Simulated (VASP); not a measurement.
# HfC (P6_3/mmc) in VASP: further runs, part 3 of 3

VASP 6.6.1. The steps go on from the part before.

### 12 Single point, PBE (atoms moved at random, drawn with an rms of 0.05 Å)

INCAR

```
SYSTEM = HfC
ALGO = Normal
EDIFF = 1E-7
ENCUT = 520
GGA = PE
ISIF = 2
ISMEAR = -1
LASPH = .True.
LCHARG = .False.
LREAL = .False.
LWAVE = .False.
NBANDS = 22
NELM = 100
PREC = Accurate
SIGMA = 0.05
```

KPOINTS

```
k-points
0
Gamma
  9 9 5
  0 0 0
```

POSCAR

```
HfC
1.0
    3.3428660531      0.0000000000      0.0000000000
   -1.6714330265      2.8950069234      0.0000000000
    0.0000000000      0.0000000000      5.2027140000
Hf C
2 2
Direct
    0.3387840000      0.6665510000      0.2562210000
    0.6766480000      0.3424410000      0.7491100000
    0.0096910000      0.0067720000      0.4996400000
    0.0012890000     -0.0052170000      0.0030640000
```

Potentials or basis: VASP PAW PBE potentials, release 64 (Hf_pv, C).

Run with:

```
$ cat potpaw_PBE.64/Hf_pv/POTCAR potpaw_PBE.64/C/POTCAR > POTCAR
$ mpirun -np 1 vasp_std > vasp.out
```

OUTCAR:

```text
SYSTEM = HfC
   EDIFF = 1E-7
   ENCUT = 520
   GGA = PE
   ISIF = 2
   ISMEAR = -1
   LASPH = .True.
   LREAL = .False.
   NELM = 100
   PREC = Accurate

 ion  position               nearest neighbor table
   1  0.339  0.667  0.256-   3 2.29   3 2.31   3 2.32   4 2.33   4 2.33   4 2.35   2 3.20   2 3.20
                             2 3.23   2 3.26   2 3.26   2 3.28
   2  0.677  0.342  0.749-   4 2.30   3 2.32   3 2.33   3 2.33   4 2.35   4 2.36   1 3.20   1 3.20
                             1 3.23   1 3.26   1 3.26   1 3.28
   3  0.010  0.007  0.500-   1 2.29   1 2.31   1 2.32   2 2.32   2 2.33   2 2.33
   4  0.001  0.995  0.003-   2 2.30   1 2.33   1 2.33   1 2.35   2 2.35   2 2.36

  LATTYP: Found a hexagonal cell.
 ALAT       =     3.3428660531
 C/A-ratio  =     1.5563632875

  Lattice vectors:

 A1 = (   3.3428660531,   0.0000000000,   0.0000000000)
 A2 = (  -1.6714330265,   2.8950069234,   0.0000000000)
 A3 = (   0.0000000000,   0.0000000000,   5.2027140000)

Analysis of symmetry for initial positions (statically):
=====================================================================
 Subroutine PRICEL returns:
 Original cell was already a primitive cell.

 Routine SETGRP: Setting up the symmetry group for a
 hexagonal supercell.

[... 175 lines left out ...]
 fundamental gap:      0.0933260435
 Fermi energy:         6.3850331843

 k-point     1 :       0.0000    0.0000    0.0000
  band No.  band energies     occupation
      1     -24.2142      2.00000
      2     -23.6559      2.00000
      3     -23.6412      2.00000
      4     -23.5540      2.00000
      5     -23.5527      2.00000
      6     -23.4733      2.00000
[... 589 lines left out ...]
     21      12.4162      0.00000
     22      13.1790      0.00000

 [... further k-points ...]

------------------------ aborting loop because EDIFF is reached ----------------------------------------

  FORCE on cell =-STRESS in cart. coord.  units (eV):
  Direction    XX          YY          ZZ          XY          YZ          ZX
  --------------------------------------------------------------------------------------
  -------------------------------------------------------------------------------------
  Total       -0.8063334     -0.8191054      0.4442195     -0.0004735     -0.0323227     -0.0043148
  in kB      -25.6582300    -26.0646462     14.1354525     -0.0150668     -1.0285379     -0.1373019
  external PRESSURE =     -12.5291412 kB  Pullay stress =       0.0000000 kB

 VOLUME and BASIS-vectors are now :
 -----------------------------------------------------------------------------
  energy-cutoff  :      520.00
  volume of cell :       50.35
      direct lattice vectors                 reciprocal lattice vectors
     3.342866053  0.000000000  0.000000000     0.299144502  0.172711159  0.000000000
    -1.671433026  2.895006923  0.000000000     0.000000000  0.345422317  0.000000000
     0.000000000  0.000000000  5.202714000     0.000000000  0.000000000  0.192207375

 POSITION                                       TOTAL-FORCE (eV/Angst)
 -----------------------------------------------------------------------------------
      0.01841      1.92967      1.33304        -0.020171      0.045297     -0.631962
      1.68958      0.99137      3.89741        -0.013460     -0.360358      0.551581
      0.02108      0.01960      2.59948        -0.018103     -0.000381      0.176893
     -1.65840      2.87990      0.01594         0.051734      0.315442     -0.096512
 -----------------------------------------------------------------------------------
    total drift:                               -0.000094      0.000070      0.000016

  FREE ENERGIE OF THE ION-ELECTRON SYSTEM (eV)
  ---------------------------------------------------
  free  energy   TOTEN  =       -41.2709462901 eV

  energy  without entropy=      -41.2666170357  energy(sigma->0) =      -41.26878166
```

OSZICAR:

```text
N       E                     dE             d eps       ncg     rms          rms(c)
DAV:   1     0.854902551846E+02    0.85490E+02   -0.15408E+04  8940   0.125E+03
DAV:   2    -0.419076054752E+02   -0.12740E+03   -0.12186E+03 11400   0.285E+02
DAV:   3    -0.472069322419E+02   -0.52993E+01   -0.52478E+01 11622   0.422E+01
DAV:   4    -0.472619133783E+02   -0.54981E-01   -0.54830E-01 11038   0.471E+00
DAV:   5    -0.472625953408E+02   -0.68196E-03   -0.68168E-03 12028   0.453E-01    0.749E+01
DAV:   6    -0.415851203783E+02    0.56775E+01   -0.47408E+01 10594   0.238E+01    0.560E+01
DAV:   7    -0.413337084907E+02    0.25141E+00   -0.33868E+00 10428   0.843E+00    0.275E+01
DAV:   8    -0.412933685216E+02    0.40340E-01   -0.21143E-01 11370   0.295E+00    0.554E+00
DAV:   9    -0.412735314680E+02    0.19837E-01   -0.17388E-01 10770   0.159E+00    0.327E+00
DAV:  10    -0.412715286645E+02    0.20028E-02   -0.79439E-03 11282   0.543E-01    0.505E-01
DAV:  11    -0.412709580711E+02    0.57059E-03   -0.37265E-03 10976   0.253E-01    0.111E-01
DAV:  12    -0.412709470868E+02    0.10984E-04   -0.96612E-05 11022   0.605E-02    0.249E-02
DAV:  13    -0.412709459047E+02    0.11821E-05   -0.63147E-06 11530   0.168E-02    0.315E-02
DAV:  14    -0.412709463522E+02   -0.44748E-06   -0.10103E-06 10980   0.651E-03    0.119E-02
DAV:  15    -0.412709462901E+02    0.62130E-07   -0.84361E-08  7466   0.170E-03
   1 F= -.41270946E+02 E0= -.41268782E+02  d E =-.432925E-02
```

It took 1.9 min on 1 thread of Intel Xeon Platinum 8559C (Emerald Rapids), shared host; peak memory 0.32 GiB.

Results:

- Free energy: -41.2709 eV
- Pressure: -1.3 GPa
- Largest force: 0.659 eV/Å
- Band gap on the k mesh: none (metal or under the smearing width)

Forces on the atoms (eV/Å):
```
Hf  -0.020  0.045 -0.632
Hf  -0.013 -0.360  0.552
C   -0.018  0.000  0.177
C    0.052  0.315 -0.097
```

Stress tensor (GPa, compression positive):
```
-2.57  0.00 -0.01
 0.00 -2.61 -0.10
-0.01 -0.10  1.41
```

### 13 Equation of state, PBE, 11.83 Å³/atom (volume scaled by 0.94)

INCAR

```
SYSTEM = HfC
PREC     = Accurate       ! precision mode
ENCUT    = 520            ! plane-wave cutoff, eV
EDIFF    = 1E-7           ! SCF threshold, eV
ISMEAR   = -1             ! smearing method
SIGMA    = 0.05           ! smearing width, eV
LREAL    = .FALSE.        ! projectors in reciprocal space
LASPH    = .TRUE.         ! aspherical terms in the spheres
NELM     = 100            ! most SCF steps
ALGO     = Normal         ! electronic algorithm
ISIF     = 2              ! what is computed and relaxed
LWAVE    = .FALSE.        ! write WAVECAR
LCHARG   = .FALSE.        ! write CHGCAR
GGA      = PE             ! functional
NBANDS   = 22             ! bands
```

KPOINTS

```
regular mesh
0
G
  9 9 5
  0 0 0
```

POSCAR

```
HfC
1.0
    3.2746251489      0.0000000000      0.0000000000
   -1.6373125744      2.8359085668      0.0000000000
    0.0000000000      0.0000000000      5.0965063620
Hf C
2 2
Direct
    0.3333333333      0.6666666667      0.2500000000
    0.6666666667      0.3333333333      0.7500000000
    0.0000000000      0.0000000000      0.5000000000
    0.0000000000      0.0000000000      0.0000000000
```

Run with:

```
$ cat potpaw_PBE.64/Hf_pv/POTCAR potpaw_PBE.64/C/POTCAR > POTCAR
$ mpirun -np 1 vasp_std > vasp.out
```

Wall time 18 s (1 thread of Intel Xeon Platinum 8559C (Emerald Rapids), shared host); peak memory 0.17 GiB.

Results (log left out):

| Item | Value |
| --- | --- |
| Free energy | -41.1709 eV |
| Pressure | 14.8 GPa |
| Band gap on the k mesh | none (metal or under the smearing width) |

### 14 Equation of state, PBE, 12.08 Å³/atom (volume scaled by 0.96)

INCAR

```
SYSTEM = HfC
PREC = Accurate ; ENCUT = 520
EDIFF = 1E-7 ; ISMEAR = -1
SIGMA = 0.05 ; LREAL = .False.
LASPH = .True. ; NELM = 80
ALGO = Normal ; ISIF = 2
LWAVE = .False. ; LCHARG = .False.
GGA = PE ; NBANDS = 22
```

KPOINTS

```
regular mesh
0
Gamma
  9 9 5
  0 0 0
```

POSCAR

```
HfC
1.0
    3.2976866492      0.0000000000      0.0000000000
   -1.6488433246      2.8558804119      0.0000000000
    0.0000000000      0.0000000000      5.1323984344
Hf C
2 2
Direct
    0.3333333333      0.6666666667      0.2500000000
    0.6666666667      0.3333333333      0.7500000000
    0.0000000000      0.0000000000      0.5000000000
    0.0000000000      0.0000000000      0.0000000000
```

Run with:

```
$ cat potpaw_PBE.64/Hf_pv/POTCAR potpaw_PBE.64/C/POTCAR > POTCAR
$ mpirun -np 1 vasp_std > vasp.out
```

Wall time 26 s (1 thread of Intel Xeon Platinum 8559C (Emerald Rapids), shared host); peak memory 0.19 GiB.

It converged, with:

* Free energy: -41.2453 eV
* Pressure: 8.9 GPa
* Band gap on the k mesh: none (metal or under the smearing width)

### 15 Equation of state, PBE, 12.34 Å³/atom (volume scaled by 0.98)

INCAR

```
  PREC = Accurate
  ENCUT = 520
  EDIFF = 1E-7
  ISMEAR = -1
  SIGMA = 0.05
  LREAL = F
  LASPH = T
  NELM = 100
  ALGO = Normal
  ISIF = 2
  LWAVE = F
  LCHARG = F
  GGA = PE
  NBANDS = 22
```

KPOINTS

```
regular mesh
0
Gamma
  9 9 5
```

POSCAR

```
HfC
1.0
    3.3204300345      0.0000000000      0.0000000000
   -1.6602150172      2.8755767613      0.0000000000
    0.0000000000      0.0000000000      5.1677954043
Hf C
2 2
Direct
    0.3333333333      0.6666666667      0.2500000000
    0.6666666667      0.3333333333      0.7500000000
    0.0000000000      0.0000000000      0.5000000000
    0.0000000000      0.0000000000      0.0000000000
```

Potentials or basis: VASP PAW PBE potentials, release 64 (Hf_pv, C).

Run with:

```
$ cat potpaw_PBE.64/Hf_pv/POTCAR potpaw_PBE.64/C/POTCAR > POTCAR
$ mpirun -np 1 vasp_std > vasp.out
```

It took 29 s on 1 thread of Intel Xeon Platinum 8559C (Emerald Rapids), shared host; peak memory 0.19 GiB.

The run converged. Its results:

* Free energy: -41.2841 eV
* Pressure: 3.5 GPa
* Band gap on the k mesh: none (metal or under the smearing width)

### 16 Equation of state, PBE, 12.84 Å³/atom (volume scaled by 1.02)

INCAR

```
ALGO = Normal ; EDIFF = 1E-7
ENCUT = 520 ; GGA = PE
ISIF = 2 ; ISMEAR = -1
LASPH = True ; LCHARG = False
LREAL = False ; LWAVE = False
NBANDS = 22 ; NELM = 100
PREC = Accurate ; SIGMA = 0.05
```

KPOINTS

```
k-points
0
Gamma
  9 9 5
```

POSCAR

```
HfC
1.0
    3.3650048841      0.0000000000      0.0000000000
   -1.6825024420      2.9141797134      0.0000000000
    0.0000000000      0.0000000000      5.2371700637
Hf C
2 2
Direct
    0.3333333333      0.6666666667      0.2500000000
    0.6666666667      0.3333333333      0.7500000000
    0.0000000000      0.0000000000      0.5000000000
    0.0000000000      0.0000000000      0.0000000000
```

Run with:

```
$ cat potpaw_PBE.64/Hf_pv/POTCAR potpaw_PBE.64/C/POTCAR > POTCAR
$ mpirun -np 1 vasp_std > vasp.out
```

Wall time 24 s (1 thread of Intel Xeon Platinum 8559C (Emerald Rapids), shared host); peak memory 0.19 GiB.

It converged, with:

- Free energy: -41.2681 eV
- Pressure: -5.8 GPa
- Band gap on the k mesh: none (metal or under the smearing width)

### 17 Equation of state, PBE, 13.09 Å³/atom (volume scaled by 1.04)

INCAR

```
SYSTEM = HfC
ALGO = Normal ; EDIFF = 1E-7
ENCUT = 520 ; GGA = PE
ISIF = 2 ; ISMEAR = -1
LASPH = .True. ; LCHARG = .False.
LREAL = .False. ; LWAVE = .False.
NBANDS = 22 ; NELM = 60
PREC = Accurate ; SIGMA = 0.05
```

KPOINTS

```
k-points
0
Gamma
  9 9 5
  0 0 0
```

POSCAR

```
HfC
1.0
    3.3868561774      0.0000000000      0.0000000000
   -1.6934280887      2.9331034886      0.0000000000
    0.0000000000      0.0000000000      5.2711786145
Hf C
2 2
Direct
    0.3333333333      0.6666666667      0.2500000000
    0.6666666667      0.3333333333      0.7500000000
    0.0000000000      0.0000000000      0.5000000000
    0.0000000000      0.0000000000      0.0000000000
```

Run with:

```
$ cat potpaw_PBE.64/Hf_pv/POTCAR potpaw_PBE.64/C/POTCAR > POTCAR
$ mpirun -np 1 vasp_std > vasp.out
```

Wall time 31 s (1 thread of Intel Xeon Platinum 8559C (Emerald Rapids), shared host); peak memory 0.19 GiB.

It converged, with:

```yaml
Free_energy: -41.2193 eV
Pressure: -9.8 GPa
Band_gap_on_the_k_mesh: none (metal or under the smearing width)
```

### 18 Equation of state, PBE, 13.34 Å³/atom (volume scaled by 1.06)

INCAR

```
ALGO = Normal ; EDIFF = 1E-7
ENCUT = 520 ; GGA = PE
ISIF = 2 ; ISMEAR = -1
LASPH = True ; LCHARG = False
LREAL = False ; LWAVE = False
NBANDS = 22 ; NELM = 60
PREC = Accurate ; SIGMA = 0.05
```

KPOINTS

```
k-points
0
Gamma
  9 9 5
```

POSCAR

```
HfC
1.0
    3.4084290914      0.0000000000      0.0000000000
   -1.7042145456      2.9517861801      0.0000000000
    0.0000000000      0.0000000000      5.3047539058
Hf C
2 2
Direct
    0.3333333333      0.6666666667      0.2500000000
    0.6666666667      0.3333333333      0.7500000000
    0.0000000000      0.0000000000      0.5000000000
    0.0000000000      0.0000000000      0.0000000000
```

Potentials or basis: VASP PAW PBE potentials, release 64 (Hf_pv, C).

Run with:

```
$ cat potpaw_PBE.64/Hf_pv/POTCAR potpaw_PBE.64/C/POTCAR > POTCAR
$ mpirun -np 1 vasp_std > vasp.out
```

Run time: 24 s. Hardware: 1 thread of Intel Xeon Platinum 8559C (Emerald Rapids), shared host; peak memory 0.19 GiB.

The run converged. Its results:

| Property | Result |
| --- | --- |
| Free energy | -41.1468 eV |
| Pressure | -13.3 GPa |
| Band gap on the k mesh | none (metal or under the smearing width) |

### 19 Equation of state, PBE

This step only gathers the single runs of the series.

Results:

| Item | Value |
| --- | --- |
| Equilibrium volume | 12.51 Å³/atom |
| Bulk modulus at fixed shape and positions | 237 GPa |
| Pressure derivative of the bulk modulus | 4.1 |

Energy against volume, from the lowest point:
```
volume (Å³/atom)  energy (meV/atom)
          11.832              29.95
          12.084              11.33
          12.336               1.63
          12.587               0.00
          12.839               5.64
          13.091              17.84
          13.343              35.97
```

Caveat: the cell was scaled at fixed shape and fractional positions, which overstates the stiffness of a crystal with free parameters, most of all of layers and chains.

### 20 Overview

```csv
task,level,cell,ladder,gap on the mesh (eV),pressure (GPa),V0 of scaled cells (Å³/atom),B0 (GPa),largest force (eV/Å)
single point,PBEsol,as given,free,none,-7.9,-,-,-
single point,PBEsol,"atoms moved at random, drawn with an rms of 0.05 Å",free,none,-7.7,-,-,0.64
equation of state,PBEsol,as given,free,-,-,12.18,253,-
single point,PBE,as given,-,none,-1.4,-,-,-
single point,PBE,"atoms moved at random, drawn with an rms of 0.05 Å",-,none,-1.3,-,-,0.66
equation of state,PBE,as given,-,-,-,12.51,237,-
```

Alike in all rows: potentials or basis VASP PAW PBE potentials, release 64 (Hf_pv, C); no spin polarisation; k mesh 9 × 9 × 5; cutoff (eV) 520; smearing fermi-dirac 0.05 eV.

Caveats: the PAW data sets were made with another functional, which shifts forces and pressure a little (some runs); the cell was scaled at fixed shape and fractional positions, which overstates the stiffness of a crystal with free parameters, most of all of layers and chains (some runs).

Absolute energies hang on the potentials; compare differences alone.
